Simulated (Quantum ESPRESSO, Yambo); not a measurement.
# BN (Qingsongite): G0W0 in Yambo against the bands, part 2 of 2

Aim: move the bands of a G0W0 run on BN (Qingsongite) over a wide range.

Yambo 5.3.0; PBE and many-body steps on it, plane waves. Known limits of the many-body steps: not at the basis limit; coarse k mesh.

So far. Step 4 (39 bands): Against the run before, the gap moves by +0.045 eV.

## 5. 68 bands

Level of this step: G0W0 on PBE, plane waves, norm-conserving pseudopotentials (Yambo).

Contents of gw4.in:

```
HF_and_locXC
gw0
dyson
ppa
em1d
rim_cut
RandQpts= 1000000
RandGvec= 1 RL
EXXRLvcs= 72 Ry
VXCRLvcs= 288 Ry
Chimod= "HARTREE"
% BndsRnXp
 1 | 68 |
%
NGsBlkXp= 15.5 Ry
% LongDrXp
 1 | 1 | 1 |
%
% GbndRnge
 1 | 68 |
%
DysSolver= "n"
ExtendOut
PPAPntXp= 27.21138 eV
% QPkrange
 1 | 1 | 3 | 6 |
 13 | 13 | 3 | 6 |
%
```

Command:

```
$ OMP_NUM_THREADS=1 mpirun -n 8 yambo -F gw4.in -J gw4 -C gw4 > gw4.log
```

Output:

```text
 Yambo, version 5.3.0

 [02] CORE Variables Setup
 =========================

  [... cell, symmetries and grids as in the set-up ...]

  [02.05] Energies & Occupations
  ==============================

  [X] === General ===
  [X] Electronic Temperature                        :  0.000000  0.000000 [eV K]
  [X] Bosonic    Temperature                        :  0.000000  0.000000 [eV K]
  [X] Finite Temperature mode                       : no
  [X] El. density                                   :  0.67737E+24 [cm-3]
[...]
QP @ state[ 1 ] b range                          :   3   6
   QP @ state[ 2 ] K range                          :  13  13
   QP @ state[ 2 ] b range                          :   3   6
   GF energies kind                                 : Perdew, Burke & Ernzerhof(X)+Perdew, Burke & Ernzerhof(C)
   GF WF`s kind                                     : Perdew, Burke & Ernzerhof(X)+Perdew, Burke & Ernzerhof(C)
   Xs energies kind                                 : Perdew, Burke & Ernzerhof(X)+Perdew, Burke & Ernzerhof(C)
   Xs WF`s kind                                     : Perdew, Burke & Ernzerhof(X)+Perdew, Burke & Ernzerhof(C)

 [11] Game Over & Game summary
```

Wall time 16 s (8 MPI ranks of Arm Neoverse V1, shared host); peak memory 2.2 GiB.

Numbers from this step:

```yaml
g0w0_gap_on_the_points_computed: 5.973 eV
starting_gap_on_the_mesh: 4.535 eV
k_of_the_valence_top: 0, 0, 0
k_of_the_conduction_bottom: 0, -0.5, -0.5
least_direct_g0w0_gap_on_the_computed_points: 10.89 eV
```

Against the run before, the gap moves by +0.058 eV.

## 6. 103 bands

gw5.in, as its differences from gw4.in of step 5:

```diff
@@ -12,3 +12,3 @@
 % BndsRnXp
- 1 | 68 |
+ 1 | 103 |
 %
@@ -19,3 +19,3 @@
 % GbndRnge
- 1 | 68 |
+ 1 | 103 |
 %
```

Command:

```
$ OMP_NUM_THREADS=1 mpirun -n 8 yambo -F gw5.in -J gw5 -C gw5 > gw5.log
```

Output:

```text
 Yambo, version 5.3.0

 [02] CORE Variables Setup
 =========================

  [... cell, symmetries and grids as in the set-up ...]

  [02.05] Energies & Occupations
  ==============================

  [X] === General ===
  [X] Electronic Temperature                        :  0.000000  0.000000 [eV K]
  [X] Bosonic    Temperature                        :  0.000000  0.000000 [eV K]
  [X] Finite Temperature mode                       : no
  [X] El. density                                   :  0.67737E+24 [cm-3]
[...]
QP @ state[ 1 ] b range                          :   3   6
   QP @ state[ 2 ] K range                          :  13  13
   QP @ state[ 2 ] b range                          :   3   6
   GF energies kind                                 : Perdew, Burke & Ernzerhof(X)+Perdew, Burke & Ernzerhof(C)
   GF WF`s kind                                     : Perdew, Burke & Ernzerhof(X)+Perdew, Burke & Ernzerhof(C)
   Xs energies kind                                 : Perdew, Burke & Ernzerhof(X)+Perdew, Burke & Ernzerhof(C)
   Xs WF`s kind                                     : Perdew, Burke & Ernzerhof(X)+Perdew, Burke & Ernzerhof(C)

 [11] Game Over & Game summary
```

The job ended after 22 s (8 MPI ranks; peak memory 2.4 GiB; 2.8 min of CPU time).

Numbers from this step:

| Quantity | Value |
| --- | --- |
| G0W0 gap on the points computed | 6.002 eV |
| starting gap on the mesh | 4.535 eV |
| k of the valence top | 0, 0, 0 |
| k of the conduction bottom | 0, -0.5, -0.5 |
| least direct G0W0 gap on the computed points | 10.91 eV |

Against the run before, the gap moves by +0.029 eV.

## 7. 143 bands

gw6.in, as its differences from gw5.in of step 6:

```diff
@@ -12,3 +12,3 @@
 % BndsRnXp
- 1 | 103 |
+ 1 | 143 |
 %
@@ -19,3 +19,3 @@
 % GbndRnge
- 1 | 103 |
+ 1 | 143 |
 %
```

Command:

```
$ OMP_NUM_THREADS=1 mpirun -n 8 yambo -F gw6.in -J gw6 -C gw6 > gw6.log
```

Output:

```text
 Yambo, version 5.3.0

 [02] CORE Variables Setup
 =========================

  [... cell, symmetries and grids as in the set-up ...]

  [02.05] Energies & Occupations
  ==============================

  [X] === General ===
  [X] Electronic Temperature                        :  0.000000  0.000000 [eV K]
  [X] Bosonic    Temperature                        :  0.000000  0.000000 [eV K]
  [X] Finite Temperature mode                       : no
  [X] El. density                                   :  0.67737E+24 [cm-3]
[...]
QP @ state[ 1 ] b range                          :   3   6
   QP @ state[ 2 ] K range                          :  13  13
   QP @ state[ 2 ] b range                          :   3   6
   GF energies kind                                 : Perdew, Burke & Ernzerhof(X)+Perdew, Burke & Ernzerhof(C)
   GF WF`s kind                                     : Perdew, Burke & Ernzerhof(X)+Perdew, Burke & Ernzerhof(C)
   Xs energies kind                                 : Perdew, Burke & Ernzerhof(X)+Perdew, Burke & Ernzerhof(C)
   Xs WF`s kind                                     : Perdew, Burke & Ernzerhof(X)+Perdew, Burke & Ernzerhof(C)

 [11] Game Over & Game summary
```

The job ended after 28 s (8 MPI ranks; peak memory 2.5 GiB).

Numbers from this step:

- G0W0 gap on the points computed: 6.017 eV
- starting gap on the mesh: 4.535 eV
- k of the valence top: 0, 0, 0
- k of the conduction bottom: 0, -0.5, -0.5
- least direct G0W0 gap on the computed points: 10.92 eV

Against the run before, the gap moves by +0.015 eV.

## 8. Side by side

Times are wall times on 8 MPI ranks of Arm Neoverse V1, shared host, good to a factor of about two.

```
      run   mesh  bands  screening cutoff (eV)  DFT gap (eV)  gap on the mesh (eV)  direct (eV)   time
 12 bands  6×6×6     12                  210.9         4.535                 5.940       11.094  6.4 s
 21 bands  6×6×6     21                  210.9         4.535                 5.870       10.916  7.7 s
 39 bands  6×6×6     39                  210.9         4.535                 5.915       10.874   11 s
 68 bands  6×6×6     68                  210.9         4.535                 5.973       10.893   16 s
103 bands  6×6×6    103                  210.9         4.535                 6.002       10.909   22 s
143 bands  6×6×6    143                  210.9         4.535                 6.017       10.918   28 s
```

## 9. Summary of results

| Quantity | Value |
| --- | --- |
| 12 bands | 5.940 eV |
| 21 bands | 5.870 eV |
| 39 bands | 5.915 eV |
| 68 bands | 5.973 eV |
| 103 bands | 6.002 eV |
| 143 bands | 6.017 eV |
| known limits | not at the basis limit; coarse k mesh |

The setting moved: bands. From 12 bands to 143 bands the gap moves by +0.08 eV, for 4.3 times the time, not steadily: it passes through 5.87 eV. The last step still moves it by +0.015 eV. Bands and screening cutoff are coupled, so a series along one setting does not show full convergence. Bands and cutoff are finite, so the gap is not at the basis limit. The miss can reach some tenths of an eV and take either sign; the mesh is an error of its own. In the G0W0 runs levels were corrected at 2 k points alone, so a gap called «on the mesh» is the least over those, and an edge elsewhere would be missed. The 6×6×6 mesh is coarse for this cell, which bears on the long-range parts of exchange and screening.

[Paths, hosts, dates, memory and timing lines, banners, echoed tables and standing remarks are left out of the program output.]

[Logs are printed without paths, hosts, clocks, repeated set-up lines and the standing remarks that a program may print on its own settings, such as how far it seeks lower states.]

[Runs of the session that timed out or met a known fault of the program may be left out.]

[Hosts, paths, dates, database ids (printed as entryN), source tags and the programs' standing remarks are cut or masked in the printed files.]
